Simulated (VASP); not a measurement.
# Be16HC in VASP: notebook

Runs on Be16HC. Level: PBE. Tasks: single point, relaxation of the atoms.

Program: VASP 6.6.1. These are calculated values, not measurements. Logs are shortened: lines on timing, memory, paths and dates and some standing lists are left out, and cuts for length are marked.

## (1) The structure

The cell holds a slab with vacuum, 18 atoms: a = 4.580 Å, b = 4.580 Å, c = 16.383 Å, α = 90.00°, β = 90.00°, γ = 60.00°.

The cell was built by a generator and needn't be a form met in nature.

## (2) Single point, PBE

File INCAR:

```
PREC = Accurate
ENCUT = 520
EDIFF = 1E-6
ISMEAR = -1
SIGMA = 0.15
LREAL = Auto
LASPH = T
NELM = 100
ALGO = Normal
ISIF = 2
LWAVE = F
LCHARG = T
GGA = PE
LELF = T
LVHAR = T
NBANDS = 34
```

File KPOINTS:

```
regular mesh
0
Gamma
  4 4 1
```

File POSCAR:

```
Be16HC
1.0
    4.5800000000      0.0000000000      0.0000000000
    2.2900000000      3.9663960000      0.0000000000
    0.0000000000      0.0000000000     16.3826450000
Be C H
16 1 1
Direct
   -0.1666667000      0.3333333000      0.0610402000
    0.3333333000      0.3333333000      0.0610402000
   -0.1666667000      0.8333333000      0.0610402000
    0.3333333000      0.8333333000      0.0610402000
    0.0001628659     -0.0011363401      0.1701597722
    0.4961968051      0.0018613627      0.1723889386
    0.0001745506      0.5008777281      0.1702039164
    0.4968999637      0.5014831169      0.1712869761
   -0.1562216185      0.3279826727      0.2762912903
    0.3364954216      0.3324593807      0.2829328919
   -0.1806485561      0.8401641783      0.2825019463
    0.3364978304      0.8309442846      0.2828580309
   -0.0116081847     -0.0164736941      0.3876427101
    0.4175765754      0.0412187412      0.3997091866
   -0.0115941034      0.5282872811      0.3878414906
    0.5486513433      0.4755291473      0.3959394961
    0.9677005125      0.2664776389      0.4554486337
    0.9581323000      0.2697118734      0.5218720690
```

Potentials or basis: VASP PAW PBE potentials, release 64 (Be, C, H).

Command:

```console
cat potpaw_PBE.64/Be/POTCAR potpaw_PBE.64/C/POTCAR potpaw_PBE.64/H/POTCAR > POTCAR
mpirun -np 1 vasp_std > vasp.out
```

OUTCAR:

```text
PREC = Accurate
   ENCUT = 520
   EDIFF = 1E-6
   ISMEAR = -1
   LREAL = Auto
   LASPH = T
   NELM = 100
   ISIF = 2
   GGA = PE

 ion  position               nearest neighbor table
   1  0.833  0.333  0.061-   5 2.23   7 2.23   8 2.25   3 2.29   3 2.29   4 2.29   4 2.29   2 2.29
                             2 2.29
   2  0.333  0.333  0.061-   7 2.22   8 2.23   6 2.25   4 2.29   3 2.29   4 2.29   3 2.29   1 2.29
                             1 2.29
   3  0.833  0.833  0.061-   5 2.22   7 2.22   6 2.26   1 2.29   1 2.29   2 2.29   2 2.29   4 2.29
                             4 2.29
   4  0.333  0.833  0.061-   5 2.22   8 2.23   6 2.25   2 2.29   1 2.29   2 2.29   1 2.29   3 2.29
                             3 2.29
   5  0.000  0.999  0.170-   9 2.17   3 2.22   4 2.22   1 2.23   8 2.28  12 2.28   6 2.28   7 2.28
                            11 2.28   7 2.30   6 2.30   8 2.30
   6  0.496  0.002  0.172-  11 2.21  12 2.24  10 2.24   4 2.25   2 2.25   3 2.26   7 2.28   5 2.28
                             8 2.29   8 2.29   5 2.30   7 2.30
   7  0.000  0.501  0.170-   9 2.17   3 2.22   2 2.22   1 2.23   8 2.28  10 2.28   6 2.28  11 2.28
                             5 2.28   5 2.30   6 2.30   8 2.30
   8  0.497  0.501  0.171-   9 2.20   2 2.23   4 2.23   1 2.25  12 2.25  10 2.25   7 2.28   5 2.28
                             6 2.29   6 2.29   5 2.30   7 2.30
   9  0.844  0.328  0.276-   7 2.17   5 2.17   8 2.20  12 2.27  10 2.27  13 2.28  16 2.28  15 2.29
                            11 2.29  11 2.29  10 2.32  12 2.32
  10  0.336  0.332  0.283-  15 2.21  11 2.23   6 2.24   8 2.25  14 2.25   9 2.27   7 2.28  12 2.28
                            12 2.30   9 2.32  16 2.33  11 2.35
  11  0.819  0.840  0.283-  13 2.12  15 2.12   6 2.21  12 2.23  10 2.23   7 2.28   5 2.28   9 2.29
                             9 2.29  10 2.35  12 2.35
  12  0.336  0.831  0.283-  13 2.21  11 2.23   6 2.24   8 2.25  14 2.26   9 2.27   5 2.28  10 2.28
                            10 2.30   9 2.32  16 2.33  11 2.35
  13  0.988  0.984  0.388-  17 1.67  15 2.08  14 2.12  11 2.12  16 2.15  12 2.21   9 2.28
  14  0.418  0.041  0.400-  17 2.00  13 2.12  15 2.12  10 2.25  12 2.26  16 2.35  16 2.35
  15  0.988  0.528  0.388-  17 1.67  13 2.08  14 2.12  11 2.12  16 2.15  10 2.21   9 2.29
  16  0.549  0.476  0.396-  17 1.93  13 2.15  15 2.15   9 2.28  10 2.33  12 2.33  14 2.35  14 2.35

  17  0.968  0.266  0.455-  18 1.09  15 1.67  13 1.67  16 1.93  14 2.00
  18  0.958  0.270  0.522-  17 1.09

  LATTYP: Found a hexagonal cell.
 ALAT       =     4.5799996975
 C/A-ratio  =     3.5769969612

  Lattice vectors:

 A1 = (  -2.2900000000,  -3.9663960000,   0.0000000000)
 A2 = (   4.5800000000,   0.0000000000,   0.0000000000)
 A3 = (   0.0000000000,   0.0000000000,  16.3826450000)

Analysis of symmetry for initial positions (statically):
=====================================================================
[... 154 lines left out ...]
   EMIN   =  10.00;   EMAX   =-10.00  energy-range for DOS
   EFERMI =   0.00;   METHOD = LEGACY
   ISMEAR =    -1;   SIGMA  =   0.15  broadening in eV -4-tet -1-fermi 0-gaus
   EFERMI_NEDOS =   21; number of points for ismear=-14 and -15
   IALGO  =     38    algorithm
   IMIX   =      4    mixing-type and parameters
     AMIX     =   0.40;   BMIX     =  1.00
     AMIX_MAG =   1.60;   BMIX_MAG =  1.00
  volume/ion in A,a.u.               =      16.53       111.58
  Fermi-wavevector in a.u.,A,eV,Ry     =   0.817072  1.544042  9.083335  0.667606
  Thomas-Fermi vector in A             =   1.927454
   LORBIT       =      0    0 simple, 1 ext, 2 COOP (PROOUT), +10 PAW based schemes
   GGA     = PE    functional components
   LHFCALC =     F    Hartree Fock is set to
   AEXX    =    0.0000 exact exchange contribution
   IVDW    =     0    specifies the selected vdW correction
   LEPSILON=     F    determine dielectric tensor
   LRPA    =     F    only Hartree local field effects (RPA)
 non-spin polarized calculation
  energy-cutoff  :      520.00
  volume of cell :      297.61
 maximum number of plane-waves:      8047
 NGX is ok and might be reduce to    36
   NGX = 17   NGY = 17   NGZ = 61

 number of electron      37.0000000 magnetization

 Free energy of the ion-electron system (eV)
  ---------------------------------------------------
  ext. energy  EPLUGINS =         0.00000000
  ---------------------------------------------------
  free energy    TOTEN  =       -68.65948919 eV

  energy without entropy =      -68.49053564  energy(sigma->0) =      -68.57501241

 E-fermi :   0.3897     XC(G=0):  -6.1329

 val. band max:        0.3046692312   @ k =   0.0000   0.0000   0.0000
 cond. band min:       0.5331791948   @ k =  -0.2500   0.2500   0.0000
 fundamental gap:      0.2285099636
 Fermi energy:         0.3896879209

 k-point     1 :       0.0000    0.0000    0.0000
  band No.  band energies     occupation
      1     -11.5883      2.00000
      2      -9.6639      2.00000
      3      -8.1625      2.00000
      4      -6.2522      2.00000
      5      -4.9885      2.00000
      6      -3.9201      2.00000
[... 319 lines left out ...]
     29       5.9108      0.00000
     30       6.0790      0.00000
 [bands above 30 left out]

------------------------ aborting loop because EDIFF is reached ----------------------------------------

  FORCE on cell =-STRESS in cart. coord.  units (eV):
  Direction    XX          YY          ZZ          XY          YZ          ZX
  --------------------------------------------------------------------------------------
  -------------------------------------------------------------------------------------
  Total       -9.7472234     -4.5007435      0.4596691      4.5465838     -0.0132589     -0.0227853
  in kB      -52.4742128    -24.2297690      2.4746301     24.4765504     -0.0713791     -0.1226649
  external PRESSURE =     -24.7431173 kB  Pullay stress =       0.0000000 kB

 VOLUME and BASIS-vectors are now :
 -----------------------------------------------------------------------------
  energy-cutoff  :      520.00
  volume of cell :      297.61
      direct lattice vectors                 reciprocal lattice vectors
     4.580000000  0.000000000  0.000000000     0.218340611 -0.126059022  0.000000000
     2.290000000  3.966396000  0.000000000     0.000000000  0.252118044  0.000000000
     0.000000000  0.000000000 16.382645000     0.000000000  0.000000000  0.061040204

 POSITION                                       TOTAL-FORCE (eV/Angst)
 -----------------------------------------------------------------------------------
      4.58000      1.32213      1.00000        -0.074352      0.043943     -0.157619
      2.29000      1.32213      1.00000         0.075639      0.000792      0.048775
      5.72500      3.30533      1.00000        -0.050158      0.026809      0.044241
      3.43500      3.30533      1.00000         0.037916     -0.067663      0.046845
      2.28814      3.96189      2.78767         0.000823      0.001236     -0.006060
      2.27684      0.00738      2.82419         0.002433     -0.000629     -0.028397
[... 10 lines left out ...]
      5.04230      1.05696      7.46145        -0.029063     -0.029259      0.050383
      5.00589      1.06978      8.54964         0.003747      0.007480      0.042659
 -----------------------------------------------------------------------------------
    total drift:                               -0.001394      0.001300     -0.000494

  FREE ENERGIE OF THE ION-ELECTRON SYSTEM (eV)
  ---------------------------------------------------
  free  energy   TOTEN  =       -68.6594891915 eV

  energy  without entropy=      -68.4905356365  energy(sigma->0) =      -68.57501241
```

stdout:

```text
POSCAR found type information on POSCAR BeC H
 POSCAR found :  3 types and      18 ions
 scaLAPACK will be used
 LDA part: xc-table for (Slater+PW92), standard interpolation
 POSCAR, INCAR and KPOINTS ok, starting setup
 FFT: planning ... GRIDC
 FFT: planning ... GRID_SOFT
 FFT: planning ... GRID
 WAVECAR not read
 entering main loop
```

It took 2 min on 1 thread of Intel Xeon 6975P-C (Granite Rapids), shared host; peak memory 0.39 GiB.

Results:

```
Free energy            : -68.6595 eV
Largest force          : 0.180 eV/Å
Band gap on the k mesh : none (metal or under the smearing width)
```

Forces in eV/Å, atoms in the order of the input:
```
Be  -0.074  0.044 -0.158
Be   0.076  0.001  0.049
Be  -0.050  0.027  0.044
Be   0.038 -0.068  0.047
Be   0.001  0.001 -0.006
Be   0.002 -0.001 -0.028
Be  -0.001 -0.002 -0.007
Be   0.001 -0.001  0.010
Be   0.018 -0.008 -0.021
Be   0.011  0.011 -0.036
Be   0.002  0.001  0.017
Be  -0.004 -0.015 -0.030
Be  -0.007 -0.014  0.015
Be  -0.014  0.006  0.030
Be   0.021  0.034 -0.009
Be   0.005  0.004 -0.009
C   -0.029 -0.029  0.050
H    0.004  0.007  0.043
```

Caveat: the k mesh is coarse (spacing up to 0.40 Å⁻¹), so the values aren't converged.

## (3) Relaxation of the atoms, PBE

File INCAR:

```
PREC = Accurate
ENCUT = 520
EDIFF = 1E-7
ISMEAR = -1
SIGMA = 0.15
LREAL = Auto
LASPH = True
NELM = 100
ALGO = Normal
ISIF = 2
LWAVE = False
LCHARG = False
GGA = PE
IBRION = 2
NSW = 45
EDIFFG = -0.08
```

File KPOINTS:

```
Automatic mesh
0
Gamma
  4 4 1
```

File POSCAR:

```
Be16HC
1.0
    4.5800000000      0.0000000000      0.0000000000
    2.2900000000      3.9663960000      0.0000000000
    0.0000000000      0.0000000000     16.3826450000
Be C H
16 1 1
Selective dynamics
Direct
   -0.1666667000      0.3333333000      0.0610402000  F F F
    0.3333333000      0.3333333000      0.0610402000  F F F
   -0.1666667000      0.8333333000      0.0610402000  F F F
    0.3333333000      0.8333333000      0.0610402000  F F F
    0.0000000000      0.0000000000      0.1705595000  T T T
    0.5000000000      0.0000000000      0.1705595000  T T T
    0.0000000000      0.5000000000      0.1705595000  T T T
    0.5000000000      0.5000000000      0.1705595000  T T T
   -0.1666667000      0.3333333000      0.2800787000  T T T
    0.3333333000      0.3333333000      0.2800787000  T T T
   -0.1666667000      0.8333333000      0.2800787000  T T T
    0.3333333000      0.8333333000      0.2800787000  T T T
    0.0000000000      0.0000000000      0.3895980000  T T T
    0.5000000000      0.0000000000      0.3895980000  T T T
    0.0000000000      0.5000000000      0.3895980000  T T T
    0.5000000000      0.5000000000      0.3895980000  T T T
    0.8598051000      0.3179755000      0.4640670000  T T T
    0.8650247000      0.3253029000      0.5312112000  T T T
```

Potentials or basis: VASP PAW PBE potentials, release 64 (Be, C, H).

Command:

```console
cat potpaw_PBE.64/Be/POTCAR potpaw_PBE.64/C/POTCAR potpaw_PBE.64/H/POTCAR > POTCAR
mpirun -np 1 vasp_std > vasp.out
```

Run time: 11 min. Hardware: 1 thread of Intel Xeon 6975P-C (Granite Rapids), shared host; peak memory 0.44 GiB.

It converged, with:

```
Free energy               : -68.4759 eV
Energy gained by relaxing : 8.7 meV/atom
Ionic steps               : 13
Band gap on the k mesh    : none (metal or under the smearing width)
```

Step by step:
| step | energy change (eV) | largest force (eV/Å) | pressure (GPa) |
| --- | --- | --- | --- |
| 1 | 0.0000 | 1.0479 | -3.13 |
| 2 | -0.0803 | 1.2616 | -2.88 |
| 3 | -0.0804 | 1.2403 | -2.89 |
| 4 | -0.1247 | 0.3542 | -2.60 |
| 5 | -0.1248 | 0.3575 | -2.59 |
| 6 | -0.1348 | 0.2224 | -2.62 |
| 7 | -0.1449 | 0.2141 | -2.69 |
| 8 | -0.1490 | 0.2090 | -2.68 |
| 9 | -0.1506 | 0.3906 | -2.66 |
| 10 | -0.1526 | 0.2685 | -2.65 |
| 11 | -0.1545 | 0.1779 | -2.60 |
| 12 | -0.1550 | 0.1770 | -2.61 |
| 13 | -0.1561 | 0.1743 | -2.61 |

Final structure:
```cif
data_structure
_symmetry_space_group_name_H-M 'P 1'
_symmetry_Int_Tables_number 1
_cell_length_a 4.5800
_cell_length_b 4.5800
_cell_length_c 16.3826
_cell_angle_alpha 90.000
_cell_angle_beta 90.000
_cell_angle_gamma 60.000
_cell_volume 297.61
loop_
_atom_site_label
_atom_site_type_symbol
_atom_site_fract_x
_atom_site_fract_y
_atom_site_fract_z
_atom_site_occupancy
Be1 Be 0.83333 0.33333 0.06104 1
Be2 Be 0.33333 0.33333 0.06104 1
Be3 Be 0.83333 0.83333 0.06104 1
Be4 Be 0.33333 0.83333 0.06104 1
Be5 Be 0.00178 0.99717 0.17021 1
Be6 Be 0.49987 0.00007 0.17302 1
Be7 Be 0.00172 0.50107 0.17014 1
Be8 Be 0.49760 0.50124 0.17049 1
Be9 Be 0.83728 0.33146 0.27525 1
Be10 Be 0.33710 0.32959 0.28296 1
Be11 Be 0.82778 0.83634 0.28305 1
Be12 Be 0.33694 0.83351 0.28306 1
Be13 Be 0.99894 0.99814 0.38978 1
Be14 Be 0.48716 0.00616 0.39472 1
Be15 Be 0.99915 0.50324 0.38924 1
Be16 Be 0.51259 0.49377 0.39125 1
C1 C 0.86043 0.32127 0.45919 1
H1 H 0.85901 0.32394 0.52553 1
```

Levels at points of the mesh, in eV from the Fermi level:
| k point | band 16 | band 17 | band 18 | band 19 | band 20 | band 21 |
| --- | --- | --- | --- | --- | --- | --- |
| (0.00, 0.00, 0.00) | -1.86 | -1.86 | -1.79 | -1.08 | -0.64 | 1.79 |
| (0.50, 0.00, 0.00) | -0.61 | -0.57 | -0.35 | 0.53 | 1.25 | 2.19 |
| (0.50, 0.50, 0.00) | -0.64 | -0.52 | -0.36 | 0.48 | 1.30 | 2.19 |
| (0.00, 0.50, 0.00) | -0.64 | -0.52 | -0.36 | 0.49 | 1.30 | 2.19 |

Caveat: the k mesh is coarse (spacing up to 0.40 Å⁻¹), so the values aren't converged; the relaxation stopped at a loose force limit of 0.08 eV/Å, so its end isn't a converged minimum.

## (4) Single point, PBE

File INCAR:

```
SYSTEM = Be16HC
PREC = Accurate
ENCUT = 520
EDIFF = 1E-6
ISMEAR = -1
SIGMA = 0.15
LREAL = Auto
LASPH = .TRUE.
NELM = 60
ALGO = Fast
ISIF = 2
LWAVE = .FALSE.
LCHARG = .FALSE.
GGA = PE
NBANDS = 34
```

File KPOINTS:

```
regular mesh
0
G
  4 4 1
  0 0 0
```

File POSCAR:

```
Be16HC
1.0
    4.5800000000      0.0000000000      0.0000000000
    2.2900000000      3.9663960000      0.0000000000
    0.0000000000      0.0000000000     16.3826450000
Be C H
16 1 1
Direct
   -0.1666626328      0.3333252656      0.0610402044
    0.3333373672      0.3333252656      0.0610402044
   -0.1666628849      0.8333257698      0.0610402044
    0.3333371151      0.8333257698      0.0610402044
   -0.0040240042      0.0426331612      0.1662613088
    0.4980367090      0.0179003811      0.1816434404
   -0.0028858328      0.5548109669      0.1755027958
    0.5323945617      0.4983113133      0.1855317014
   -0.1264077817      0.3231649084      0.2781235875
    0.3292723156      0.3620667225      0.2937315678
   -0.1919374995      0.8333509816      0.3052071262
    0.3700542392      0.7953063688      0.2865593437
    0.0297954369     -0.0440450222      0.3961265107
    0.4532868216      0.0250857453      0.4173501898
    0.0244949144      0.4980844071      0.4034574393
    0.5811884593      0.4579724264      0.4017788336
    1.0073034887      0.2496724987      0.4682210962
    1.0040627893      0.3268962554      0.5317273249
```

Potentials or basis: VASP PAW PBE potentials, release 64 (Be, C, H).

Command:

```console
cat potpaw_PBE.64/Be/POTCAR potpaw_PBE.64/C/POTCAR potpaw_PBE.64/H/POTCAR > POTCAR
mpirun -np 1 vasp_std > vasp.out
```

OUTCAR:

```text
SYSTEM = Be16HC
   PREC = Accurate
   ENCUT = 520
   EDIFF = 1E-6
   ISMEAR = -1
   LREAL = Auto
   LASPH = .TRUE.
   NELM = 60
   ISIF = 2
   GGA = PE

 ion  position               nearest neighbor table
   1  0.833  0.333  0.061-   5 2.08   4 2.29   3 2.29   2 2.29   2 2.29   3 2.29   4 2.29   8 2.36

   2  0.333  0.333  0.061-   3 2.29   4 2.29   1 2.29   1 2.29   4 2.29   3 2.29   7 2.31   6 2.34

   3  0.833  0.833  0.061-   7 2.18   5 2.27   2 2.29   1 2.29   4 2.29   4 2.29   1 2.29   2 2.29
                             6 2.38
   4  0.333  0.833  0.061-   5 2.19   1 2.29   2 2.29   3 2.29   3 2.29   2 2.29   1 2.29
   5  0.996  0.043  0.166-   1 2.08   8 2.13   9 2.15   4 2.19   7 2.24   6 2.26   3 2.27   6 2.35
                             7 2.35
   6  0.498  0.018  0.182-   7 2.21  12 2.22   5 2.26   8 2.28  10 2.29   8 2.31   2 2.34   5 2.35
                            11 2.37   3 2.38   7 2.38
   7  0.997  0.555  0.176-   3 2.18   9 2.21   6 2.21   5 2.24   8 2.27   2 2.31   8 2.34  10 2.35
                             5 2.35   6 2.38
   8  0.532  0.498  0.186-  12 2.03   9 2.03   5 2.13  10 2.23   7 2.27   6 2.28   6 2.31   7 2.34
                             1 2.36
[... 229 lines left out ...]
      2      -9.4292      2.00000
      3      -8.0291      2.00000
      4      -6.1995      2.00000
      5      -5.0016      2.00000
      6      -3.6897      2.00000
[... 319 lines left out ...]
     29       5.7347      0.00000
     30       6.1300      0.00000
 [bands above 30 left out]

------------------------ aborting loop because EDIFF is reached ----------------------------------------

  FORCE on cell =-STRESS in cart. coord.  units (eV):
  Direction    XX          YY          ZZ          XY          YZ          ZX
  --------------------------------------------------------------------------------------
  -------------------------------------------------------------------------------------
  Total       -9.5763475     -4.1921319     -2.7247480      3.9331958     -2.3111580     -1.4365376
  in kB      -51.5543020    -22.5683576    -14.6686907     21.1743739    -12.4421276     -7.7336055
  external PRESSURE =     -29.5971168 kB  Pullay stress =       0.0000000 kB

 VOLUME and BASIS-vectors are now :
 -----------------------------------------------------------------------------
  energy-cutoff  :      520.00
  volume of cell :      297.61
      direct lattice vectors                 reciprocal lattice vectors
     4.580000000  0.000000000  0.000000000     0.218340611 -0.126059022  0.000000000
     2.290000000  3.966396000  0.000000000     0.000000000  0.252118044  0.000000000
     0.000000000  0.000000000 16.382645000     0.000000000  0.000000000  0.061040204

 POSITION                                       TOTAL-FORCE (eV/Angst)
 -----------------------------------------------------------------------------------
      4.58000      1.32210      1.00000        -0.015111      0.625735     -0.268756
      2.29000      1.32210      1.00000         0.229976      0.124998      0.430429
      5.72500      3.30530      1.00000        -0.029980      0.238609      0.206585
      3.43500      3.30530      1.00000         0.212230     -0.208308      0.304398
      4.65920      0.16910      2.72380         0.070184     -0.959278      0.648447
      2.32200      0.07100      2.97580         0.076545      0.071006     -0.166786
[... 10 lines left out ...]
      0.60520      0.99030      7.67070        -0.566302     -1.006567      0.084895
      0.76720      1.29660      8.71110        -0.538181     -0.649531      0.072769
 -----------------------------------------------------------------------------------
    total drift:                               -0.001782     -0.000197      0.004323

  FREE ENERGIE OF THE ION-ELECTRON SYSTEM (eV)
  ---------------------------------------------------
  free  energy   TOTEN  =       -67.4709738000 eV

  energy  without entropy=      -67.2582298461  energy(sigma->0) =      -67.36460182
```

It took 1.8 min on 1 thread of Intel Xeon 6975P-C (Granite Rapids), shared host; peak memory 0.41 GiB.

What came out:

| Property | Result |
| --- | --- |
| Free energy | -67.4710 eV |
| Largest force | 2.082 eV/Å |
| Band gap on the k mesh | none (metal or under the smearing width) |

Forces on the atoms (eV/Å):
```
Be  -0.015  0.626 -0.269
Be   0.230  0.125  0.430
Be  -0.030  0.239  0.207
Be   0.212 -0.208  0.304
Be   0.070 -0.959  0.648
Be   0.077  0.071 -0.167
Be  -0.042 -0.945  0.194
Be  -0.887  0.394 -1.487
Be  -0.067 -0.311  0.957
Be   0.114 -0.900 -0.156
Be   0.340  0.309 -0.777
Be  -0.208  1.427  0.598
Be   0.407  0.677  1.064
Be   0.036 -0.162 -0.440
Be   0.632  1.345 -1.459
Be   0.236 -0.069  0.193
C   -0.566 -1.007  0.085
H   -0.538 -0.650  0.073
```

Caveat: the k mesh is coarse (spacing up to 0.40 Å⁻¹), so the values aren't converged.

(Part 1 of 2 ends here.)
